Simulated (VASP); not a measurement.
# Se (R-3m) in VASP: a series of runs

One crystal, Se, is run at these levels: PBEsol; tasks: relaxation of cell and atoms.

Program: VASP 6.6.1. These are calculated values, not measurements. Logs are shortened: lines on timing, memory, paths and dates and some standing lists are left out, and cuts for length are marked.

## Step 1: The crystal as given

Symmetry: R-3m, No. 166, trigonal system. The conventional cell has a = 3.952 Å, b = 3.952 Å, c = 2.960 Å, α = 90.00°, β = 90.00°, γ = 120.00°. Around Se (site symmetry -3m) lie 6 Se at 2.49 Å.

This isn't the form of Se at room conditions, which is trigonal, of chains.

## Step 2: Relaxation of cell and atoms, PBEsol, target pressure 30 GPa, at which the enthalpy is minimised

File INCAR:

```
PREC     = Accurate       # precision mode
ENCUT    = 520            # plane-wave cutoff, eV
EDIFF    = 1E-7           # SCF threshold, eV
ISMEAR   = 0              # smearing method
SIGMA    = 0.1            # smearing width, eV
LREAL    = F              # projectors in reciprocal space
LASPH    = T              # aspherical terms in the spheres
NELM     = 60             # most SCF steps
ALGO     = Normal         # electronic algorithm
ISIF     = 3              # what is computed and relaxed
LWAVE    = F              # write WAVECAR
LCHARG   = F              # write CHGCAR
GGA      = PS             # functional
IBRION   = 2              # ionic algorithm
NSW      = 80             # ionic steps
EDIFFG   = -0.002         # ionic threshold
PSTRESS  = 300.0
```

File KPOINTS:

```
regular mesh
0
Gamma
  6 6 6
```

File POSCAR:

```
Se                                      
1.0
    1.9760053195      1.1408472233      0.9866355630
   -1.9760053195      1.1408472233      0.9866355630
    0.0000000000     -2.2816944471      0.9866355632
  Se            
     1
Direct
     0.0000000000000000    0.0000000000000000    0.0000000000000000
```

Potentials or basis: VASP PAW PBE potentials, release 64 (Se).

The run is started by

```bash
$ cat potpaw_PBE.64/Se/POTCAR > POTCAR
$ mpirun -np 1 vasp_std > vasp.out
```

OUTCAR:

```text
PREC = Accurate
   ENCUT = 520
   EDIFF = 1E-7
   ISMEAR = 0
   LREAL = F
   LASPH = T
   NELM = 60
   ISIF = 3
   GGA = PS
   IBRION = 2
   NSW = 80
   EDIFFG = -0.002
   PSTRESS = 300.0

 ion  position               nearest neighbor table
   1  0.000  0.000  0.000-

  LATTYP: Found a trigonal (rhomboedric) cell.
 ALAT       =     2.4858759309
 COS(alpha) =    -0.2637096902

  Lattice vectors:

 A1 = (   1.9760053195,   1.1408472233,   0.9866355630)
 A2 = (  -1.9760053195,   1.1408472233,   0.9866355630)
 A3 = (   0.0000000000,  -2.2816944471,   0.9866355632)

Analysis of symmetry for initial positions (statically):
=====================================================================
 Subroutine PRICEL returns:
 Original cell was already a primitive cell.

 Routine SETGRP: Setting up the symmetry group for a
 trigonal (rhombohedral) supercell.

 Subroutine GETGRP returns: Found 12 space group operations
 (whereof 12 operations were pure point group operations)
 out of a pool of 12 trial point group operations.

The static configuration has the point symmetry D_3d.

Analysis of symmetry for dynamics (positions and initial velocities):
=====================================================================
 Subroutine PRICEL returns:
 Original cell was already a primitive cell.

 Routine SETGRP: Setting up the symmetry group for a
 trigonal (rhombohedral) supercell.

 Subroutine GETGRP returns: Found 12 space group operations
 (whereof 12 operations were pure point group operations)
 out of a pool of 12 trial point group operations.

The dynamic configuration has the point symmetry D_3d.

 Subroutine INISYM returns: Found 12 space group operations
 (whereof 12 operations are pure point group operations),
 and found     1 'primitive' translations

----------------------------------------------------------------------------------------

                                     Primitive cell

  volume of cell :      13.3452

  direct lattice vectors                    reciprocal lattice vectors
     1.976005320  1.140847223  0.986635563     0.253035756  0.146090259  0.337848488
    -1.976005320  1.140847223  0.986635563    -0.253035756  0.146090259  0.337848488
     0.000000000 -2.281694447  0.986635563     0.000000000 -0.292180519  0.337848488

  length of vectors
     2.485875931  2.485875931  2.485875959     0.446666608  0.446666608  0.446666605

  position of ions in fractional coordinates (direct lattice)
     0.000000000  0.000000000  0.000000000

  ion indices of the primitive-cell ions
   primitive index   ion index
                 1           1

----------------------------------------------------------------------------------------

 KPOINTS: regular mesh

Automatic generation of k-mesh.
 Grid dimensions read from file:
 generate k-points for:    6    6    6

 Generating k-lattice:

  Cartesian coordinates                     Fractional coordinates (reciprocal lattice)
     0.042172626  0.024348377  0.056308081     0.166666667  0.000000000 -0.000000000
    -0.042172626  0.024348377  0.056308081     0.000000000  0.166666667 -0.000000000
     0.000000000 -0.048696753  0.056308081     0.000000000  0.000000000  0.166666667

  Length of vectors
     0.074444435  0.074444435  0.074444434

  Shift w.r.t. Gamma in fractional coordinates (k-lattice)
     0.000000000  0.000000000  0.000000000

 Subroutine IBZKPT returns following result:
 ===========================================

 Found     32 irreducible k-points:

 Following reciprocal coordinates:
            Coordinates               Weight
  0.000000  0.000000  0.000000      1.000000
  0.166667  0.000000 -0.000000      6.000000
  0.333333  0.000000 -0.000000      6.000000
  0.500000  0.000000 -0.000000      3.000000
  0.166667  0.166667 -0.000000      6.000000
  0.333333  0.166667 -0.000000     12.000000
[... 16 lines left out ...]
  0.500000  0.500000  0.166667      6.000000
 -0.333333  0.500000  0.166667     12.000000
 [... further k-points ...]
   k-points           NKPTS =     32   k-points in BZ     NKDIM =     32   number of bands    NBANDS=      7
   number of dos      NEDOS =    301   number of ions     NIONS =      1
   total plane-waves  NPLWV =   5832
   dimension x,y,z NGX =    18 NGY =   18 NGZ =   18
   dimension x,y,z NGXF=    36 NGYF=   36 NGZF=   36
   ions per type =               1
   NGX,Y,Z   is equivalent  to a cutoff of  12.04, 12.04, 12.04 a.u.
   NGXF,Y,Z  is equivalent  to a cutoff of  24.08, 24.08, 24.08 a.u.
 SYSTEM =  unknown system
   PREC   = accura    normal or accurate (medium, high low for compatibility)
   ISTART =      0    job   : 0-new  1-cont  2-samecut
   ICHARG =      2    charge: 1-file 2-atom 10-const
   ISPIN  =      1    spin polarized calculation?
   LNONCOLLINEAR =      F non collinear calculations
   LSORBIT =      F    spin-orbit coupling
   LASPH  =      T    aspherical Exc in radial PAW
   ENCUT  =  520.0 eV  38.22 Ry    6.18 a.u.   4.62  4.62  4.62*2*pi/ulx,y,z
   NELM   =     60;   NELMIN=  2; NELMDL= -5     # of ELM steps
   EDIFF  = 0.1E-06   stopping-criterion for ELM
   LREAL  =      F    real-space projection
   EDIFFG = -.2E-02   stopping-criterion for IOM
   NSW    =     80    number of steps for IOM
   IBRION =      2    ionic relax: 0-MD 1-quasi-New 2-CG
   NFREE  =      1    steps in history (QN), initial steepest desc. (CG)
   ISIF   =      3    stress and relaxation
   ISYM   =      2    0-nonsym 1-usesym 2-fastsym
   POTIM  = 0.5000    time-step for ionic-motion
   TEBEG  =    0.0;   TEEND  =   0.0 temperature during run
   PSTRESS=  300.0 pullay stress
   NELECT =       6.0000    total number of electrons
   NUPDOWN=      -1.0000    fix difference up-down
   EMIN   =  10.00;   EMAX   =-10.00  energy-range for DOS
   EFERMI =   0.00;   METHOD = LEGACY
   ISMEAR =     0;   SIGMA  =   0.10  broadening in eV -4-tet -1-fermi 0-gaus
   EFERMI_NEDOS =   21; number of points for ismear=-14 and -15
   IALGO  =     38    algorithm
   IMIX   =      4    mixing-type and parameters
     AMIX     =   0.40;   BMIX     =  1.00
     AMIX_MAG =   1.60;   BMIX_MAG =  1.00
  volume/ion in A,a.u.               =      13.35        90.06
  Fermi-wavevector in a.u.,A,eV,Ry     =   1.254154  2.370007 21.400619  1.572901
  Thomas-Fermi vector in A             =   2.387972
   LORBIT       =      0    0 simple, 1 ext, 2 COOP (PROOUT), +10 PAW based schemes
   GGA     = PS    functional components
   LHFCALC =     F    Hartree Fock is set to
   AEXX    =    0.0000 exact exchange contribution
   IVDW    =     0    specifies the selected vdW correction
   LEPSILON=     F    determine dielectric tensor
   LRPA    =     F    only Hartree local field effects (RPA)
 conjugate gradient relaxation of ions
 non-spin polarized calculation
 Gauss-broadening in eV      SIGMA  =   0.10
  energy-cutoff  :      520.00
  volume of cell :       13.35
 maximum number of plane-waves:       387
   NGX =  9   NGY =  9   NGZ =  9

--------------------------------------- Ionic step        1  -------------------------------------------

 number of electron       6.0000000 magnetization

 Free energy of the ion-electron system (eV)
  ---------------------------------------------------
  ext. energy  EPLUGINS =         0.00000000
  ---------------------------------------------------
  free energy    TOTEN  =        -2.53535578 eV

  energy without entropy =       -2.53221932  energy(sigma->0) =       -2.53378755

 E-fermi :  11.6137     XC(G=0): -12.6716

 val. band max:       11.6137054262   @ k =   0.5000   0.3333   0.1667
 cond. band min:      11.9593212073   @ k =  -0.1667   0.1667   0.1667
 fundamental gap:      0.3456157810
 Fermi energy:        11.6137173528

 k-point     1 :       0.0000    0.0000    0.0000
  band No.  band energies     occupation
      1      -9.5394      2.00000
      2      15.1682      0.00000
      3      17.5486      0.00000
      4      17.5486      0.00000
      5      22.4359      0.00000
      6      22.4359      0.00000
      7      25.2980      0.00000
[... 221 lines left out ...]
 k-point    24 :      -0.3333    0.5000    0.1667
  band No.  band energies     occupation
      1      -1.9785      2.00000
      2       3.1238      2.00000
      3       6.5657      2.00000
      4      13.9863      0.00000
      5      19.9096      0.00000
      6      22.9866      0.00000
      7      25.6314      0.00000

 [... further k-points ...]

------------------------ aborting loop because EDIFF is reached ----------------------------------------

  FORCE on cell =-STRESS in cart. coord.  units (eV):
  Direction    XX          YY          ZZ          XY          YZ          ZX
  --------------------------------------------------------------------------------------
  -------------------------------------------------------------------------------------
  Total        6.2474702      6.2474704      6.2489048      0.0000000     -0.0000000      0.0000000
  in kB      750.0516346    750.0516613    750.2238642      0.0000000     -0.0000002      0.0000000
  external PRESSURE =     450.1090534 kB  Pullay stress =     300.0000000 kB
[... 24 lines left out ...]
--------------------------------------- Ionic step        2  -------------------------------------------

 number of electron       6.0000005 magnetization

 E-fermi :   4.6399     XC(G=0): -10.3455

 val. band max:        4.1315960703   @ k =   0.5000   0.1667   0.1667
 cond. band min:       4.6417543754   @ k =   0.5000   0.3333   0.1667
 fundamental gap:      0.5101583051
 Fermi energy:         4.6398666850

 k-point     1 :       0.0000    0.0000    0.0000
  band No.  band energies     occupation
      1     -11.1303      2.00000
      2       5.9877      0.00000
      3       7.3527      0.00000
      4       7.3527      0.00000
      5      13.6662      0.00000
      6      14.8539      0.00000
      7      14.8539      0.00000
[... 221 lines left out ...]
 k-point    24 :      -0.3333    0.5000    0.1667
  band No.  band energies     occupation
      1      -7.5379      2.00000
      2      -0.4346      2.00000
      3       1.8135      2.00000
      4       5.2708      0.00000
      5      12.5247      0.00000
      6      14.4790      0.00000
      7      16.6356      0.00000

 [... further k-points ...]

------------------------ aborting loop because EDIFF is reached ----------------------------------------

  FORCE on cell =-STRESS in cart. coord.  units (eV):
  Direction    XX          YY          ZZ          XY          YZ          ZX
  --------------------------------------------------------------------------------------
  -------------------------------------------------------------------------------------
  Total       -1.6572155     -1.6572156     -0.2006495      0.0000000      0.0000000      0.0000000
  in kB     -120.8263829   -120.8263894    -14.6292110      0.0000000      0.0000000      0.0000000
  external PRESSURE =    -385.4273278 kB  Pullay stress =     300.0000000 kB
[... 57 lines left out ...]
  energy  without entropy=       -3.2946877521  energy(sigma->0) =       -3.29625518

  enthalpy is  TOTEN    =        -0.3152560074 eV   P V=        2.9825666020

[... ionic steps 4 to 11 ...]

--------------------------------------- Ionic step       12  -------------------------------------------

 number of electron       5.9999999 magnetization

------------------------ aborting loop because EDIFF is reached ----------------------------------------
[... 69 lines left out ...]
--------------------------------------- Ionic step       14  -------------------------------------------

 number of electron       5.9999999 magnetization

 Free energy of the ion-electron system (eV)
  ---------------------------------------------------
  ext. energy  EPLUGINS =         0.00000000
  ---------------------------------------------------
  free energy    TOTEN  =        -3.26085901 eV

  energy without entropy =       -3.25708936  energy(sigma->0) =       -3.25897418

 E-fermi :   9.1427     XC(G=0): -11.8883

 val. band max:        8.4585947220   @ k =  -0.1667   0.5000   0.1667
 cond. band min:       9.1509840589   @ k =   0.5000   0.3333   0.1667
 fundamental gap:      0.6923893369
 Fermi energy:         9.1426675085

 k-point     1 :       0.0000    0.0000    0.0000
  band No.  band energies     occupation
      1     -10.0740      2.00000
      2      11.5585      0.00000
      3      13.6585      0.00000
      4      13.6585      0.00000
      5      19.3220      0.00000
      6      19.3220      0.00000
      7      21.1068      0.00000
[... 221 lines left out ...]
 k-point    24 :      -0.3333    0.5000    0.1667
  band No.  band energies     occupation
      1      -3.9266      2.00000
      2       1.6943      2.00000
      3       4.8829      2.00000
      4      10.7712      0.00000
      5      17.1738      0.00000
      6      19.7419      0.00000
      7      22.4852      0.00000

 [... further k-points ...]

------------------------ aborting loop because EDIFF is reached ----------------------------------------

  FORCE on cell =-STRESS in cart. coord.  units (eV):
  Direction    XX          YY          ZZ          XY          YZ          ZX
  --------------------------------------------------------------------------------------
  -------------------------------------------------------------------------------------
  Total        2.9355140      2.9355142      2.9380042      0.0000000     -0.0000000      0.0000000
  in kB      299.8622513    299.8622718    300.1166191      0.0000000     -0.0000001      0.0000000
  external PRESSURE =      -0.0529526 kB  Pullay stress =     300.0000000 kB
[... 20 lines left out ...]
  energy  without entropy=       -3.2570893568  energy(sigma->0) =       -3.25897418

  enthalpy is  TOTEN    =        -0.3239964976 eV   P V=        2.9368625145

 reached required accuracy - stopping structural energy minimisation
```

It took 17 s on 1 thread of Intel Xeon Platinum 8488C (Sapphire Rapids), shared host; peak memory 0.12 GiB.

Results:

- Free energy: -3.2609 eV
- Relaxed volume: 15.68 Å³/atom
- Relaxed cell: a = 2.612 Å, b = 2.612 Å, c = 2.612 Å, α = 104.68°, β = 104.68°, γ = 104.68°
- Space group after relaxing (to 0.05 Å): R-3m (No. 166)
- Energy change on relaxing (the enthalpy is what falls): -725.5 meV/atom
- Ionic steps: 14
- Pressure after relaxing: 30.0 GPa
- Band gap on the k mesh: none (metal or under the smearing width)

Step by step:
```
step  energy change (eV)  largest force (eV/Å)  pressure (GPa)  volume (Å³)
   1              0.0000                0.0000           75.01        13.35
   2             -0.9096                0.0000           -8.54        21.97
   3             -0.7625                0.0000           26.14        15.93
   4             -0.7187                0.0000           29.38        15.68
   5             -0.7096                0.0000           30.04        15.63
   6             -0.7228                0.0000           30.22        15.67
   7             -0.7226                0.0000           30.21        15.67
   8             -0.7225                0.0000           30.21        15.67
   9             -0.7297                0.0000           29.69        15.71
  10             -0.7252                0.0000           30.00        15.68
  11             -0.7253                0.0000           30.01        15.68
  12             -0.7275                0.0000           29.85        15.70
  13             -0.7254                0.0000           29.99        15.68
  14             -0.7255                0.0000           29.99        15.68
```

Final structure:
```xyz
1
Lattice="2.0676 1.1937 1.0591 -2.0676 1.1937 1.0591 0.0000 -2.3875 1.0591" Properties=species:S:1:pos:R:3 pbc="T T T"
Se    0.0000    0.0000    0.0000
```

Levels at points of the mesh, in eV from the Fermi level:
```csv
k point,band 1,band 2,band 3,band 4,band 5,band 6,band 7
"(0.00, 0.00, 0.00)",-19.22,2.42,4.52,4.52,10.18,10.18,11.96
"(0.50, 0.00, 0.00)",-14.98,-9.67,1.80,3.72,8.36,8.95,21.29
"(0.50, 0.50, 0.00)",-12.69,-8.94,-2.85,3.57,4.15,10.41,17.80
"(0.50, 0.50, 0.50)",-9.34,-5.34,-5.34,-2.72,2.72,2.72,16.81
```

Caveat: the k mesh is coarse (spacing up to 0.47 Å⁻¹), so the values aren't converged; the cell is relaxed towards a set pressure, so the enthalpy falls and the energy may rise; the volume moved by over 15 % at a fixed basis, so the end points are rough; the PAW data sets were made with another functional, which shifts forces and pressure a little.

## Step 3: Relaxation of cell and atoms, PBEsol, target pressure 30 GPa, at which the enthalpy is minimised

This run uses another cell than the first one, of 15.68 Å³/atom, 1.175 times its volume.

INCAR is that of step 2.

KPOINTS is that of step 2.

File POSCAR:

```
Se                                      
1.0
    2.0675993681      1.1937290923      1.0591306208
   -2.0675993681      1.1937290923      1.0591306208
    0.0000000000     -2.3874581854      1.0591306214
  Se            
     1
Direct
     0.0000000000000000    0.0000000000000000    0.0000000000000000
```

Potentials or basis: VASP PAW PBE potentials, release 64 (Se).

The run is started by

```bash
$ cat potpaw_PBE.64/Se/POTCAR > POTCAR
$ mpirun -np 1 vasp_std > vasp.out
```

Run time: 6 s. Hardware: 1 thread of Intel Xeon Platinum 8488C (Sapphire Rapids), shared host; peak memory 0.12 GiB.

It converged, with:

| Property | Result |
| --- | --- |
| Free energy | -3.2616 eV |
| Relaxed volume | 15.69 Å³/atom |
| Relaxed cell | a = 2.612 Å, b = 2.612 Å, c = 2.612 Å, α = 104.67°, β = 104.67°, γ = 104.67° |
| Space group after relaxing (to 0.05 Å) | R-3m (No. 166) |
| Energy change on relaxing (the enthalpy is what falls) | -0.3 meV/atom |
| Ionic steps | 4 |
| Pressure after relaxing | 30.0 GPa |
| Band gap on the k mesh | none (metal or under the smearing width) |

Step by step:
| step | energy change (eV) | largest force (eV/Å) | pressure (GPa) | volume (Å³) |
| --- | --- | --- | --- | --- |
| 1 | 0.0000 | 0.0000 | 30.02 | 15.68 |
| 2 | -0.0009 | 0.0000 | 29.96 | 15.69 |
| 3 | -0.0005 | 0.0000 | 29.99 | 15.69 |
| 4 | -0.0003 | 0.0000 | 30.00 | 15.69 |

Final structure:
```
Se
1.0
     2.06745    1.19364    1.05941
    -2.06745    1.19364    1.05941
     0.00000   -2.38729    1.05941
Se
1
Direct
  0.00000 0.00000 0.00000
```

Levels at points of the mesh, in eV from the Fermi level:
```
           k point  band 1  band 2  band 3  band 4  band 5  band 6
(0.00, 0.00, 0.00)  -19.22    2.41    4.51    4.51   10.17   10.17
(0.50, 0.00, 0.00)  -14.98   -9.67    1.80    3.72    8.36    8.95
(0.50, 0.50, 0.00)  -12.69   -8.94   -2.85    3.56    4.15   10.41
(0.50, 0.50, 0.50)   -9.34   -5.35   -5.35   -2.72    2.73    2.73
```

Caveat: the k mesh is coarse (spacing up to 0.44 Å⁻¹), so the values aren't converged; the cell is relaxed towards a set pressure, so the enthalpy falls and the energy may rise; the PAW data sets were made with another functional, which shifts forces and pressure a little.

[end of part 1 of 2]
